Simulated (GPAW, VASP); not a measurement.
Given: the input of a run of VASP 6.6.1 on Pb (Lead). 

The input INCAR:

```
ALGO = Normal
EDIFF = 1E-7
ENCUT = 520
GGA = PE
ISIF = 2
ISMEAR = 0
LASPH = True
LCHARG = False
LREAL = False
LWAVE = False
NELM = 60
PREC = Accurate
SIGMA = 0.014
```

Contents of KPOINTS:

```
k-points
0
Gamma
  9 9 9
```

POSCAR

```
Pb
1.0
    0.0000000000      2.4750200000      2.4750200000
    2.4750200000      0.0000000000      2.4750200000
    2.4750200000      2.4750200000      0.0000000000
Pb
1
Direct
    0.0000000000      0.0000000000      0.0000000000
```

Potentials or basis: VASP PAW PBE potentials, release 64 (Pb_d).

Command:

```bash
$ cat potpaw_PBE.64/Pb_d/POTCAR > POTCAR
$ mpirun -np 1 vasp_std > vasp.out
```

Task: What does the same run look like in GPAW 26.7.0 (ASE script)? Potentials or basis there: GPAW PAW data sets (gpaw-data 1.2.1), cutoff 600 eV.

Result: As run (cutoffs and basis follow the program's own potentials, and thresholds, step limits or extra output files can differ):

Contents of run.py:

```python
from ase import Atoms
from ase.dft.bandgap import bandgap
from ase.io import write
from ase.units import Bohr, GPa
from gpaw import GPAW, PW
from gpaw.elf import elf_from_dft_calculation

atoms = Atoms(['Pb'],
              cell=[[0.0, 2.47502, 2.47502],
                    [2.47502, 0.0, 2.47502],
                    [2.47502, 2.47502, 0.0]],
              scaled_positions=[[0.0, 0.0, 0.0]],
              pbc=True)

calc = GPAW(mode=PW(600),
            xc='PBE',
            kpts={'size': (9, 9, 9), 'gamma': True},
            occupations={'name': 'methfessel-paxton', 'order': 0, 'width': 0.014},
            nbands=14,
            convergence={'density': 1e-05, 'energy': 1e-05},
            maxiter=150,
            txt='gpaw.txt')
atoms.calc = calc
energy = atoms.get_potential_energy()
forces = atoms.get_forces()
stress = atoms.get_stress()
calc.write('gs.gpw')
write('result.traj', atoms)
print(f'Energy: {energy:.6f} eV')
print('Forces (eV/A):')
print(forces.round(4))
print('Stress (GPa):', (stress / GPa).round(3))
print('Fermi level:', round(calc.get_fermi_level(), 4), 'eV')
print(f'Gap: {bandgap(calc)[0]:.4f} eV, direct: {bandgap(calc, direct=True)[0]:.4f} eV')

# fields on the real-space grid
write('density.cube', atoms, data=calc.get_pseudo_density() * Bohr**3)
write('potential.cube', atoms, data=calc.get_electrostatic_potential())
write('elf.cube', atoms, data=elf_from_dft_calculation(calc).data)
```

Potentials or basis: GPAW PAW data sets (gpaw-data 1.2.1), pw.

Launch:

```bash
$ OMP_NUM_THREADS=1 python run.py
```

Both were run:

|  | VASP | GPAW |
| --- | --- | --- |
| Pressure | 2.2 GPa | 2.0 GPa |

Pressure is positive in compression.
